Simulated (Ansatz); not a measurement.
## TiSe: relaxation of cell and atoms with r2SCAN

TiSe:

```
CELL_PARAMETERS angstrom
0.00000 3.10300 3.10300
3.10300 0.00000 3.10300
3.10300 3.10300 0.00000
ATOMIC_POSITIONS crystal
Ti 0.00000 0.00000 0.00000
Se 0.25000 0.25000 0.25000
```

The cell comes from a database or a generator and needn't be the stable form of this composition.

```json
{
  "Program": "Ansatz 0.2.0",
  "Task": "relaxation of cell and atoms",
  "Functional": "r2SCAN",
  "Potentials or basis": "Ansatz PAW",
  "Cutoff": "500 eV (not typed: the program's choice for these potentials)",
  "k mesh": "8 × 8 × 8",
  "Occupations": "fermi-dirac, width 0.05 eV",
  "Spin": "no spin polarisation",
  "Target pressure (GPa)": "0"
}
```

```
Relaxed volume                         : 23.46 Å³/atom
Relaxed cell                           : a = 4.048 Å, b = 4.048 Å, c = 4.048 Å, α = 60.00°, β = 60.00°, γ = 60.00°
Space group after relaxing (to 0.05 Å) : F-43m (No. 216)
Energy gained by relaxing              : 279.0 meV/atom
Ionic steps                            : 6
Pressure after relaxing                : 0.0 GPa
Band gap on the k mesh                 : none (metal or under the smearing width)
```

The path:
| step | energy change (eV) | largest force (eV/Å) | volume (Å³) |
| --- | --- | --- | --- |
| 1 | 0.0000 | 0.0000 | 59.76 |
| 2 | -0.4682 | 0.0000 | 51.44 |
| 3 | -0.5282 | 0.0000 | 44.53 |
| 4 | -0.5596 | 0.0000 | 47.12 |
| 5 | -0.5598 | 0.0000 | 46.91 |
| 6 | -0.5580 | 0.0000 | 46.91 |

Final structure:
```cif
data_structure
_symmetry_space_group_name_H-M 'P 1'
_symmetry_Int_Tables_number 1
_cell_length_a 4.0482
_cell_length_b 4.0482
_cell_length_c 4.0482
_cell_angle_alpha 60.000
_cell_angle_beta 60.000
_cell_angle_gamma 60.000
_cell_volume 46.91
loop_
_atom_site_label
_atom_site_type_symbol
_atom_site_fract_x
_atom_site_fract_y
_atom_site_fract_z
_atom_site_occupancy
Ti1 Ti 0.00000 0.00000 0.00000 1
Se1 Se 0.25000 0.25000 0.25000 1
```

Levels at points of the mesh, in eV from the Fermi level:
```
             k point  band 10  band 11  band 12  band 13  band 14  band 15  band 16  band 17  band 18
  (0.00, 0.00, 0.00)   -15.54    -4.63    -4.63    -4.63     0.14     0.14     1.24     3.36     3.36
 (0.00, 0.00, -0.50)   -14.90    -6.20    -4.42    -4.42     0.33     0.36     0.36     1.87     1.87
(0.00, -0.50, -0.50)   -14.70    -6.23    -4.30    -4.30    -1.12     0.41     0.75     0.87     0.87
```

Wall time 34 s on 2 threads of Arm Neoverse V1 (shared host), peak memory 0.57 GiB.

Caveat: the volume moved by over 15 % at a fixed basis, so the end points are rough; the plane-wave basis is chosen anew once the cell has moved, so the energies of steps on either side of that aren't comparable; the PAW data sets come from PBE, with cores solved anew for the run's functional, which leaves a small shift of forces and pressure.
